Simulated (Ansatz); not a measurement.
**TiS2: further runs on the relaxed cell**

The task here is to estimate one member of a computed series from the others.

Computed with Ansatz 0.2.0 (DFT PBE+D3(BJ), scalar-relativistic, plane waves, PAW, unless a step's input says otherwise).

1 further run of the same task is left out (set aside as unsound or not needed).

**The starting structure**

Symmetry: P-3m1, No. 164, trigonal system. The conventional cell has a = 3.361 Å, b = 3.361 Å, c = 5.520 Å, α = 90.00°, β = 90.00°, γ = 120.00°. Ti (site symmetry -3m) has 6 S at 2.41 Å as nearest neighbours. S (site symmetry 3m) has 3 Ti at 2.41 Å as nearest neighbours.

As a file:

```
Ti S
1.0
     3.36055    0.00000    0.00000
    -1.68027    2.91032    0.00000
     0.00000    0.00000    5.52012
Ti S
1 2
Direct
  0.00000 0.00000 0.00000
  0.33333 0.66667 0.25867
  0.66667 0.33333 0.74133
```

This cell was relaxed beforehand with the same method: volume 18.00 Å³/atom, gap on the mesh none (metal).

Set-up of the first run:

Contents of input.yaml:

```yaml
crystal:
  lattice:
    - [3.3265991029, 0.0, 0.0]
    - [-1.6632995515, 2.8809193313, 0.0]
    - [0.0, 0.0, 5.4643572585]
  atoms:
    - { symbol: Ti, position: [0.0, 0.0, 0.0] }
    - { symbol: S, position: [0.3333333333, 0.6666666667, 0.2586701182] }
    - { symbol: S, position: [0.6666666667, 0.3333333333, 0.7413298818] }
basis:
  ecutwfc: 420
kpoints:
  mp_grid: { grid: [15, 15, 8] }
hamiltonian:
  xc: pbe
  dispersion: d3bj
scf:
  occupations: { method: gaussian, width: 0.1 }
output:
  forces: true
  stress: true
  eigenvalues: true
relax:
  adjacent_minimum: "off"
  f_tol: 0.01
  max_steps: 30
  cell: { stress_tol: 0.1, fix: [volume] }
```

Started as:

```console
> ansatz run input.yaml --threads 1 --pin off --max-ram 2560MiB --backend cpu --events-out ev --progress --plain --runs-dir out
```

Among the steps run: Point at V/V0 = 0.97; The cell scaled to 1.03 of its volume; Point at V/V0 = 0.94; Point at V/V0 = 1.06; The cell scaled to 0.91 of its volume; Volume × 1.10; The cell scaled to 0.88 of its volume.

One of the session's tables, all rows but one given; the rest of the session is left out.

It belongs to the step «Energy against volume». 

| volume (Å³/atom) | energy above the lowest point (meV/atom) | pressure (GPa) |
| --- | --- | --- |
| 15.837 | 48.4 | 8.35 |
| 16.376 | 25.0 | 5.56 |
| 16.916 | 10.1 | 3.26 |
| 17.456 | 2.3 | 1.42 |
| 17.996 | 0.0 | 0.01 |
| 18.536 | 1.8 | -1.00 |
| 19.076 | ? | ? |
| 19.796 | 14.9 | -2.24 |

**Question.** Estimate the row for volume (Å³/atom) = 19.076.

Worked estimate for «energy above the lowest point (meV/atom)». A straight line through the neighbours (18.536, 1.8) and (19.796, 14.9) gives 1.8 + (14.9 − 1.8) × (19.076 − 18.536) / (19.796 − 18.536) = 7.4; a parabola fitted to 3 rows on both sides gives 5.9.

The run gave: energy above the lowest point (meV/atom): 6.2; pressure (GPa): -1.66. In «energy above the lowest point (meV/atom)» the line misses by +1.2 and the parabola by -0.3.
